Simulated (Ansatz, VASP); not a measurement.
# AlN in two plane-wave programs, part 2 of 2

One calculation is typed for both programs; each brings its own data sets and cutoff. How far apart do they land?

VASP 6.6.1 and Ansatz 0.2.0.

So far: The starting structure; VASP: dielectric response, LDA.

### 3. Ansatz: dielectric response, LDA

Level of this step: Ansatz beside VASP: Kohn-Sham DFT, plane waves, LDA (Ansatz).

Ansatz runs on its default PAW (the set named soft_2) files.

The same cell, functional (in two slightly different forms) and mesh now go to Ansatz, which takes its cutoff from its data sets.

input.yaml

```yaml
crystal:
  lattice:
    - [3.112, 0.0, 0.0]
    - [-1.556, 2.695071057, 0.0]
    - [0.0, 0.0, 4.982]
  atoms:
    - { symbol: Al, position: [0.3333333333, 0.6666666667, 0.0] }
    - { symbol: Al, position: [0.6666666667, 0.3333333333, 0.5] }
    - { symbol: "N", position: [0.3333333333, 0.6666666667, 0.382] }
    - { symbol: "N", position: [0.6666666667, 0.3333333333, 0.882] }
hamiltonian:
  xc: lda
  pseudopotentials: { kind: paw }
kpoints:
  mp_grid: { grid: [8, 8, 5] }
scf:
  occupations: { method: fixed }
dielectric:
  method: response
```

The run is started by

```console
> ansatz run input.yaml --threads 2 --pin off --max-ram 4608MiB --backend cpu --events-out ev --progress --plain --runs-dir out
```

Numbers of over 12 decimals in the logs are rounded to 6 here.

What it wrote:

```text
Engine: ansatz 0.2.0, aarch64-unknown-linux-gnu
Pseudopotentials: kind: paw
Pseudopotential: Al, paw, valence charge 3, recommended cutoff 420 eV (normal), Al.paw.azcp
Pseudopotential: N, paw, valence charge 5, recommended cutoff 420 eV (normal), N.paw.azcp
Functional definition: SPW92
  exchange = slater_x
  correlation = pw_c
Crystal: 4 atoms, lattice volume = 41.784 Å³
Basis set: ecut = 420 eV, 809 PW (Γ), exchange–correlation on 48×48×72 points (8 copies of the dense FFT grid, shifted against one another)
Bands: 12, of which v1, the nominal top of the filled ones, is band 8 counted from 1 (7 counted from 0)
Symmetry: 12 space group operations
k-points: 93 of 320 (irreducible under 2 space group operations, time reversal used)
Non-local potential: Al, projectors of the file, l = 0: 2, l = 1: 2, l = 2: 1
Non-local potential: N, projectors of the file, l = 0: 2, l = 1: 2, l = 2: 1
PAW form: soft (Blöchl's): semilocal exchange-correlation on the pseudo side does not see the compensation charge
PAW frozen core: Al, regenerated for the run's functional, and the local potential with it (the file was generated under x = pbe(κ = 0.804, μ = 0.219515), c = pbe(β = 0.066725))
PAW frozen core: N, regenerated for the run's functional, and the local potential with it (the file was generated under x = pbe(κ = 0.804, μ = 0.219515), c = pbe(β = 0.066725))
PAW one-centre angular grid: Al, 110 points (default); XC on 64 Gauss nodes
PAW one-centre angular grid: N, 110 points (default); XC on 64 Gauss nodes
Initial density: superposition of atomic densities (neutral atoms: chi_scale 0, normalization atom), corrected by the library's trained network
Initial wavefunctions: pseudopotential atomic-orbital guess
Functional: x = slater, c = lda
SCF iter   1: F=—  HF=-1779.713039 eV  |F-HF|=—  |Δ(HF+E_count)|=         —  Δρ=9.30e-3  dr2=4.17e-2  ethr=1.77e-3  ⟨swp⟩=4.9  Hψ=6203  notcnv=0  defer=170
preconditioner: auto → none  [insulator: Δε(μ)=4.136 eV  Ē_g=12.899 eV  n_scr=2 (ndim 8)  ℏωp=23.0 eV  f_vac=0.000  ε∞_Penn≈4.2]
SCF iter   2: F=—  HF=-1779.702343 eV  |F-HF|=—  |Δ(HF+E_count)|=   1.07e-2  Δρ=5.07e-3  dr2=6.17e-3  ethr=2.60e-4  ⟨swp⟩=2.6  Hψ=2644  notcnv=0  defer=186
SCF iter   3: F=—  HF=-1779.700347 eV  |F-HF|=—  |Δ(HF+E_count)|=   2.00e-3  Δρ=1.48e-3  dr2=3.90e-4  ethr=3.86e-5  ⟨swp⟩=2.0  Hψ=1869  notcnv=0  defer=186
SCF iter   4: F=—  HF=-1779.700161 eV  |F-HF|=—  |Δ(HF+E_count)|=   1.86e-4  Δρ=1.19e-4  dr2=2.34e-6  ethr=2.44e-6  ⟨swp⟩=2.5  Hψ=1914  notcnv=0  defer=186
SCF iter   5: F=—  HF=-1779.700161 eV  |F-HF|=—  |Δ(HF+E_count)|=   3.69e-7  Δρ=6.84e-6  dr2=7.34e-9  ethr=1.46e-8  ⟨swp⟩=2.1  Hψ=1863  notcnv=0  defer=8
SCF iter   6: F=—  HF=-1779.700161 eV  |F-HF|=—  |Δ(HF+E_count)|=   2.22e-7  Δρ=7.49e-7  dr2=1.15e-10  ethr=4.59e-11  ⟨swp⟩=2.0  Hψ=1795  notcnv=0  defer=2
SCF iter   7: F=-1779.700161 eV  HF=-1779.700161 eV  |F-HF|=2.96e-12  |Δ(HF+E_count)|=  1.25e-11  Δρ=1.31e-7  dr2=4.94e-12  ethr=1.00e-12  ⟨swp⟩=3.0  Hψ=3807  notcnv=0
SCF 1 converged in 7 iterations: F = -1779.700161 eV  dr2 = 4.94e-12
  greatest PAW one-centre occupation: 0.780 electrons in one spin orbital (limit 2), on the N atom at site 3 (counted from 0), in its partial waves of l = 0
NSCF: frozen V_eff on 5 k-points
DFPT response loops at Γ: preconditioner auto → none (the input reference at scf.mixing.eps_inf says where Resta's filter doesn't serve); β = 0.50; Broyden in place of MSR1
── the response to a field inside a basis, on 8×8×6 k-points: an SCF that follows is theirs, and a resumed run solves both again ──
Bands: 9, of which v1, the nominal top of the filled ones, is band 8 counted from 1 (7 counted from 0)
k-points: 60 of 384 (irreducible under 4 space group operations, time reversal used)
Initial density: handed on by an earlier stage of this run
Initial wavefunctions: pseudopotential atomic-orbital guess (no wavefunctions were taken with the density)
Eigensolver: Dense (60 Hₖ)
SCF iter   1: F=—  HF=-1779.705840 eV  |F-HF|=—  |Δ(HF+E_count)|=         —  Δρ=5.60e-4  dr2=1.95e-5  ethr=1.00e-1
preconditioner: auto → none  [insulator: Δε(μ)=4.690 eV  Ē_g=11.064 eV  n_scr=2 (ndim 8)  ℏωp=23.0 eV  f_vac=0.000  ε∞_Penn≈5.3]
SCF iter   2: F=—  HF=-1779.705839 eV  |F-HF|=—  |Δ(HF+E_count)|=   5.53e-7  Δρ=2.64e-4  dr2=5.54e-6  ethr=1.22e-7
SCF iter   3: F=—  HF=-1779.705840 eV  |F-HF|=—  |Δ(HF+E_count)|=   9.52e-7  Δρ=1.01e-4  dr2=1.68e-6  ethr=3.46e-8
SCF iter   4: F=-1779.705840 eV  HF=-1779.705840 eV  |F-HF|=7.41e-10  |Δ(HF+E_count)|=   3.59e-7  Δρ=8.05e-6  dr2=7.47e-9  ethr=1.05e-8
SCF 1 converged in 4 iterations: F = -1779.705840 eV  dr2 = 7.47e-9
DFPT response loops at Γ: mixed as the last ones told, above
SCF converged after 7 iterations
Free energy (F): -1779.700161 eV
Harris-Foulkes:  -1779.700161 eV  (|F-HF|=2.96e-12)
Internal energy: -1779.700161 eV  (E = F + TS)
E sigma→0 (E₀):  -1779.700161 eV
Fermi energy:    6.857429 eV
--- Per-component energies (eV) ---
  E_band       = 26.309714
  E_kinetic    = 317.502361
  E_local      = -449.398334  (includes V_loc(G=0)·N_el)
  E_nonlocal   = 114.806486
  E_hartree    = 153.809495
  E_xc         = -201.063410
  E_vxc        = -215.019540  (∫ρ·V_xc dr)
  E_paw        = -1123.870389  (= ΣΔE_a)
  E_vpaw       = -49.200441  (= ΣTr[D̂ρ^β])
  E_aug_tail   = 0.000181  (compensation charges beyond the density's cutoff)
  E_ewald      = -591.758073
  E_core_change = 0.271521  (= ΣΔE_core)
  E_smearing   = -0.000000  (= −TS)
  E_closure    = -0.000000  (closes the sum)
  Σ components = -1779.700161   (vs F -1779.700161, Δ=0.00e0)
--- Band table (eV; the first three rows and the last of 93) ---
  k-point 0: bands = [... 4 lower, 5.9820, 6.6353, 6.6353, 6.8574, 11.0714, 13.3980, 17.3284, 17.8072]
  k-point 1: bands = [... 4 lower, 6.0411, 6.0411, 6.5692, 6.5692, 11.7294, 13.4961, 17.0861, 17.7745]
  k-point 2: bands = [... 4 lower, 6.1988, 6.1988, 6.4005, 6.4005, 12.8414, 13.5048, 16.8357, 17.4234]
  k-point 92: bands = [... 4 lower, 3.6585, 4.1193, 5.4668, 6.0851, 13.2462, 13.5582, 15.5395, 15.9376]
--- Dielectric response (ions clamped): 3 representative field directions + reference, inside a basis on a mesh of 384 k-points (Σ response iterations 15) ---
  ε∞ (high-frequency dielectric tensor):
        4.438262     0.000000    -0.000000
       -0.000000     4.438262     0.000000
       -0.000000     0.000000     4.658921
  Born effective charges Z* (e; rows j = field, columns β = displacement):
    site 0:
         2.52939   -0.00000   -0.00000
        -0.00000    2.52939    0.00000
        -0.00000   -0.00000    2.68806
    site 1:
         2.52939   -0.00000   -0.00000
        -0.00000    2.52939    0.00000
        -0.00000   -0.00000    2.68806
    site 2:
        -2.52939   -0.00000   -0.00000
         0.00000   -2.52939   -0.00000
         0.00000   -0.00000   -2.68806
    site 3:
        -2.52939    0.00000    0.00000
         0.00000   -2.52939   -0.00000
        -0.00000    0.00000   -2.68806
  Z* charge neutrality: 1.588e-3 e pre-enforcement
  solved inside a basis spanned on kpoints, on 8×8×6 k-points, its susceptibility summed on 12×12×6: ε∞ is read to err by 1.6e-2, Z* by 1.2e-2 e (field_mesh: kpoints solves on kpoints); Z* is corrected for what the basis lacks
```

It took 35 s on 2 threads of Arm Neoverse N1, shared host; peak memory 0.42 GiB; 68 s of CPU time.

The column dr2 measures how far the density is from self-consistency, as an energy; F and HF (Harris–Foulkes) agree once it is small.

### 4. Comparison

Known differences besides the potentials themselves: the two LDA forms differ slightly; VASP's response is taken on the typed mesh, Ansatz refines its own for the field response alone; the cutoff is 420 eV in Ansatz and 520 eV in VASP; VASP's log shows a relativistic correction to its local exchange, Ansatz's none. Total energies have different zeros and are not compared.

The two programs side by side:

| quantity | Ansatz | VASP | difference |
| --- | --- | --- | --- |
| ε∞ xx | 4.44 | 4.44 | -0.14 % |
| ε∞ yy | 4.44 | 4.44 | -0.14 % |
| ε∞ zz | 4.66 | 4.66 | -0.03 % |
| Born charge of Al1 (mean of the diagonal) (e) | 2.58 | 2.57 | +0.02 |
| Born charge of N3 (mean of the diagonal) (e) | -2.58 | -2.57 | -0.02 |

### 5. Summary of results

| Item | Value |
| --- | --- |
| difference in ε∞ xx (dielectric response, LDA) | -0.14 % |

What this shows: The difference in ε∞ xx is -0.14 % (dielectric response, LDA), within the 5 % picked in this series as the mark of a large difference. Such differences can come from data sets, numerical settings and the points named under the comparisons, not from the functional's error against experiment.

[Lines on the potential files, build, host, timing and source positions are cut from VASP's logs without a mark.]

[Logs are printed without paths, hosts, clocks, repeated set-up lines and the standing remarks that a program may print on its own settings, such as how far it seeks lower states.]

[Hosts, paths, dates, database ids (printed as entryN), source tags and the programs' standing remarks are cut or masked in the printed files.]
